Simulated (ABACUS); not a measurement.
The system is TiC.

```xyz
2
Lattice="0.0000 2.1657 2.1657 2.1657 0.0000 2.1657 2.1657 2.1657 0.0000" Properties=species:S:1:pos:R:3 pbc="T T T"
Ti    0.0000    0.0000    0.0000
C     2.1657    2.1657    2.1657
```

The cell is a database's computed one.

```yaml
Program: ABACUS 3.10.1
Task: single point
Functional: PBE
Potentials_or_basis: PseudoDojo NC SR 0.4.1 PBE standard
Cutoff: 1361 eV
Density_cutoff: 5442 eV
Basis: DZP LCAO (the cutoffs set its grid)
k_mesh: 11 × 11 × 11
Occupations: fermi-dirac, width 0.05 eV
Spin: no spin polarisation
```

On this cell: pressure 1.2 GPa; largest force zero by symmetry; band gap on the k mesh none (metal or under the smearing width).

The same run follows on a disturbed copy (atoms moved at random, drawn with an rms of 0.05 Å):

```
Ti C
1.0
     0.00000    2.16572    2.16572
     2.16572    0.00000    2.16572
     2.16572    2.16572    0.00000
Ti C
1 1
Direct
  0.98208 0.02153 0.99282
  0.48439 0.50743 0.51417
```

Question: What changes?

Answer: The energy (extrapolated to zero smearing) moves by +8.6 meV/atom; pressure 1.7 GPa; largest force 0.568 eV/Å; band gap on the k mesh none (metal or under the smearing width).

Forces in eV/Å, atoms in the order of the input:
```
Ti   0.152  0.489 -0.246
C   -0.152 -0.489  0.246
```

Stress tensor (GPa, compression positive):
```
 1.40 -0.13  0.07
-0.13  2.09  0.22
 0.07  0.22  1.53
```

Caveats: the atomic orbitals were generated for these runs and aren't a published set; the basis of atomic orbitals isn't converged, which shifts pressures, moduli and gaps.
